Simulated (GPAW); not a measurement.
**Pd: single point with PBE**

Crystal: Pd.

```
CELL_PARAMETERS angstrom
0.00000 1.94650 1.94650
1.94650 0.00000 1.94650
1.94650 1.94650 0.00000
ATOMIC_POSITIONS crystal
Pd 0.00000 0.00000 0.00000
```

```
Program             : GPAW 26.7.0
Task                : single point
Functional          : PBE
Potentials or basis : GPAW PAW data sets (gpaw-data 1.2.1)
Cutoff              : 600 eV
Basis               : pw
k mesh              : 12 × 12 × 12
Occupations         : gaussian, width 0.013 eV
Spin                : no spin polarisation
```

```
Pressure               : 6.9 GPa
Band gap on the k mesh : none (metal or under the smearing width)
```

Levels at points of the mesh, in eV from the Fermi level:
```
           k point  band 6  band 7  band 8  band 9  band 10  band 11
(0.00, 0.00, 0.00)   -2.82   -2.82   -1.20   -1.20    17.49    22.52
(0.50, 0.50, 0.00)   -0.03    0.32    0.32    3.36    10.80    13.52
(0.50, 0.50, 0.50)   -2.86    0.00    0.00    1.02     7.36    16.80
```

Run time: 12 s on 1 thread of Arm Neoverse V1 (shared host), peak memory 0.13 GiB.
